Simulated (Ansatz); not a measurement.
FeO (Wuestite):

```xyz
2
Lattice="0.0000 2.1554 2.1554 2.1554 0.0000 2.1554 2.1554 2.1554 0.0000" Properties=species:S:1:pos:R:3 pbc="T T T"
Fe    0.0000    0.0000    0.0000
O     2.1554    2.1554    2.1554
```

| Quantity | Value |
| --- | --- |
| Program | Ansatz 0.2.0 |
| Task | relaxation of cell and atoms |
| Functional | LDA |
| Potentials or basis | all-electron LAPW, scalar-relativistic |
| Basis error allowed | 0.001 eV/atom |
| k mesh | 11 × 11 × 11 |
| Occupations | fermi-dirac, width 0.05 eV |
| Spin | collinear spin, ferromagnetic start |
| Starting moments | [3.0, 0.0] μB |

At the start: volume 10.01 Å³/atom.

Task: Where does the relaxation end?

Result: Over 5 steps the energy falls by 43.2 meV/atom and the volume is 9.15 Å³/atom (-8.7 %); space group Fm-3m (No. 225, to 0.05 Å); moment 3.87 μB per cell.

The path:
```
step  energy change (eV)  largest force (eV/Å)  volume (Å³)
   1              0.0000                0.0000        20.03
   2             -0.0718                0.0000        19.00
   3             -0.0863                0.0000        18.32
   4             -0.0864                0.0000        18.29
   5             -0.0864                0.0000        18.29
```

Final structure:
```xyz
2
Lattice="0.0000 2.0913 2.0913 2.0913 0.0000 2.0913 2.0913 2.0913 0.0000" Properties=species:S:1:pos:R:3 pbc="T T T"
Fe    0.0000    0.0000    0.0000
O     2.0913    2.0913    2.0913
```

Caveat: a cell with one magnetic atom can't hold antiferromagnetic order, which such compounds often take.
